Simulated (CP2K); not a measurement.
Runs of CP2K 2026.2 on Y. Symmetry: P6_3/mmc, No. 194, hexagonal system. The conventional cell has a = 3.647 Å, b = 3.647 Å, c = 5.731 Å, α = 90.00°, β = 90.00°, γ = 120.00°. Y (site symmetry -6m2) has 12 Y at 3.56 to 3.65 Å as nearest neighbours. 

```tsv
level	potentials or basis	smearing	NGRIDS	basis sets	potentials	points a segment of the path (NPOINTS)	bands added on the path	gap on the mesh (eV)	pressure (GPa)
LDA	GTH_POTENTIALS Y GTH-PADE-q11; TZVP-MOLOPT-PBE-GTH basis	fermi-dirac 0.0259 eV	4	Y TZVP-MOLOPT-PBE-GTH-q11	Y GTH-PADE-q11 of GTH_POTENTIALS	6	4	none	-4.1
PBE	POTENTIAL_UZH Y GTH-PBE-q11; TZVP-MOLOPT-PBE-GTH basis	fermi-dirac 0.1 eV	5	Y TZVP-MOLOPT-PBE-GTH-q11	Y GTH-PBE-q11 of POTENTIAL_UZH	6	6	none	(a)
PBE	POTENTIAL_UZH Y GTH-PBE-q11; TZVP-MOLOPT-PBE-GTH basis	fermi-dirac 0.05 eV	5	Y TZVP-MOLOPT-PBE-GTH-q11	Y GTH-PBE-q11 of POTENTIAL_UZH	6	4	none	-0.1
r2SCAN	POTENTIAL_UZH Y GTH-SCAN-q11; TZVP-MOLOPT-SCAN-GTH basis	fermi-dirac 0.01 eV	5	Y TZVP-MOLOPT-SCAN-GTH-q11	Y GTH-SCAN-q11 of POTENTIAL_UZH	10	4	none	(b)
PBEsol	POTENTIAL_UZH Y GTH-PBE-q11; TZVP-MOLOPT-PBE-GTH basis	fermi-dirac 0.0259 eV	4	Y TZVP-MOLOPT-PBE-GTH-q11	Y GTH-PBE-q11 of POTENTIAL_UZH	10	6	none	-1.9
```

Alike in all rows: task band structure; no spin polarisation; cell as given; k mesh 8 × 8 × 5.

Question: Estimate the missing entries.

Answer: (a) 0.0; (b) 1.5.

Caveats: the basis of atomic orbitals isn't converged, which shifts pressures, moduli and gaps; the potentials were made for another functional, which shifts forces and pressure (some runs).

A k mesh can miss the band edges, and the runs leave out spin-orbit coupling on Y.

A gap of «none» marks a metal or a gap under the smearing width.

Not every run made on this cell is shown here.
